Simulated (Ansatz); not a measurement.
Crystal: CdSe.

```xyz
2
Lattice="0.0000 3.0703 3.0703 3.0703 0.0000 3.0703 3.0703 3.0703 0.0000" Properties=species:S:1:pos:R:3 pbc="T T T"
Cd    0.0000    0.0000    0.0000
Se    1.5351    1.5351    1.5351
```

Measurements of this composition are mostly on another form, of space group No. 186.

| Quantity | Value |
| --- | --- |
| Program | Ansatz 0.2.0 |
| Task | relaxation of cell and atoms |
| Functional | revPBE |
| Potentials or basis | Ansatz PAW |
| Cutoff | 420 eV (not typed: the program's choice for these potentials) |
| k mesh | 8 × 8 × 8 |
| Occupations | fermi-dirac, width 0.05 eV |
| Spin | no spin polarisation |

At the start: volume 28.94 Å³/atom.

Question: How do energy, volume and symmetry change on relaxing?

Answer: It ends after 5 steps and the volume is 30.67 Å³/atom (+6.0 %); space group F-43m (No. 216, to 0.05 Å).

The path:
```
step  energy change (eV)  largest force (eV/Å)  volume (Å³)
   1              0.0000                0.0000        57.88
   2             -0.0252                0.0000        62.13
   3             -0.0266                0.0000        61.42
   4             -0.0266                0.0000        61.34
   5             -0.0272                0.0000        61.34
```

Final structure:
```cif
data_structure
_symmetry_space_group_name_H-M 'P 1'
_symmetry_Int_Tables_number 1
_cell_length_a 4.4267
_cell_length_b 4.4267
_cell_length_c 4.4267
_cell_angle_alpha 60.000
_cell_angle_beta 60.000
_cell_angle_gamma 60.000
_cell_volume 61.34
loop_
_atom_site_label
_atom_site_type_symbol
_atom_site_fract_x
_atom_site_fract_y
_atom_site_fract_z
_atom_site_occupancy
Cd1 Cd 0.00000 0.00000 0.00000 1
Se1 Se 0.25000 0.25000 0.25000 1
```

Caveat: the plane-wave basis is chosen anew once the cell has moved, so the energies of steps on either side of that aren't comparable; the PAW data sets come from PBE, with cores solved anew for the run's functional, which leaves a small shift of forces and pressure.
